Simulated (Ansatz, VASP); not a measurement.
**InP: VASP beside Ansatz**

INCAR

```
  PREC = Accurate
  ENCUT = 520
  EDIFF = 1E-6
  ISMEAR = -1
  SIGMA = 0.02
  LREAL = False
  LASPH = True
  NELM = 80
  ALGO = Normal
  ISIF = 2
  LWAVE = False
  LCHARG = False
  GGA = PE
  NBANDS = 16
```

The input KPOINTS:

```
Automatic mesh
0
Gamma
  8 8 8
```

POSCAR

```
InP
1.0
    0.0000000000      2.9537876370      2.9537876370
    2.8536542361      0.0000000000      2.9537876370
    2.8536542361      2.9537876370      0.0000000000
In P
1 1
Direct
    0.0000000000      0.0000000000      0.0000000000
    0.2500000000      0.2500000000      0.2500000000
```

Input for Ansatz:

```yaml
crystal:
  lattice:
    - [0.0, 2.953787637, 2.953787637]
    - [2.8536542361, 0.0, 2.953787637]
    - [2.8536542361, 2.953787637, 0.0]
  atoms:
    - { symbol: In, position: [0.0, 0.0, 0.0] }
    - { symbol: P, position: [0.25, 0.25, 0.25] }
kpoints:
  mp_grid: { grid: [8, 8, 8] }
  band_path:
    path:
      - [0.0, 0.0, 0.0]
      - [-0.5, -0.5, 0.0]
      - [-0.375, -0.375, 0.25]
      - [-0.375, 0.0, 0.375]
      - [0.0, 0.0, 0.5]
      - [-0.5, -0.25, 0.25]
    npoints: 1
hamiltonian:
  xc: pbe
scf:
  occupations: { method: fermi_dirac, width: 0.02 }
  n_extra_bands: 4
output:
  forces: true
  stress: true
  eigenvalues: true
```

Change from the starting cell: uniaxial_x strain -3.4%.

Alike in both runs: task single point; functional PBE; k mesh 8 × 8 × 8; occupations fermi-dirac, width 0.02 eV; no spin polarisation.

|  | VASP | Ansatz |
| --- | --- | --- |
| version | VASP 6.6.1 | Ansatz 0.2.0 |
| potentials or method | VASP PAW PBE potentials, release 64 (In_d, P) | plane waves, PAW |
| plane-wave cutoff (eV) | 520 | 420 |
| valence electrons in the cell | 18 | 18 |

```csv
,VASP,Ansatz,Ansatz less VASP
pressure (GPa),4.1,4.1,+0.07
largest component of the traceless stress (GPa),0.84,0.84,-0.002
```

With one functional, cell and mesh, what is left measures potentials, basis and numerics.

Caveats: spin-orbit coupling is left out, which moves the levels of the heavy elements.
